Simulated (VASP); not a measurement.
A run of VASP 6.6.1 is set up as follows.

The input INCAR:

```
SYSTEM = Al
  ALGO = Normal
  DIPOL = 0.5 0.5 0.500
  EDIFF = 1E-7
  ENCUT = 520
  GGA = PE
  ICORELEVEL = 1
  IDIPOL = 3
  ISIF = 2
  ISMEAR = 1
  LASPH = .True.
  LCHARG = .False.
  LDIPOL = .True.
  LREAL = .False.
  LVACPOTAV = .True.
  LVHAR = .True.
  LWAVE = .False.
  NELM = 80
  PREC = Accurate
  SIGMA = 0.1
```

File KPOINTS:

```
k-points
0
Gamma
  15 15 1
  0 0 0
```

Contents of POSCAR:

```
Al
1.0
    2.8562036900      0.0000000000      0.0000000000
   -1.4281018500      2.4735449600      0.0000000000
    0.0000000000      0.0000000000     19.6641611000
Al
3
Direct
    0.6666666700      0.3333333300      0.3814045200
    0.3333333300      0.6666666700      0.5000000000
    0.0000000000      0.0000000000      0.6185954800
```

Potentials or basis: VASP PAW PBE potentials, release 64 (Al).

Launch:

```console
$ cat potpaw_PBE.64/Al/POTCAR > POTCAR
$ mpirun -np 1 vasp_std > vasp.out
```

**Question.** Predict the work function of the lower face.

**Answer.** 3.86 eV.

**Question.** Estimate the largest force.

**Answer.** 0.034 eV/Å.

Core levels (eV, on the scale of the bands):
```csv
atom,levels
1 Al,"1s -1505.9, 2s -103.1, 2p -64.5"
2 Al,"1s -1505.8, 2s -103.0, 2p -64.5"
3 Al,"1s -1505.9, 2s -103.1, 2p -64.5"
```
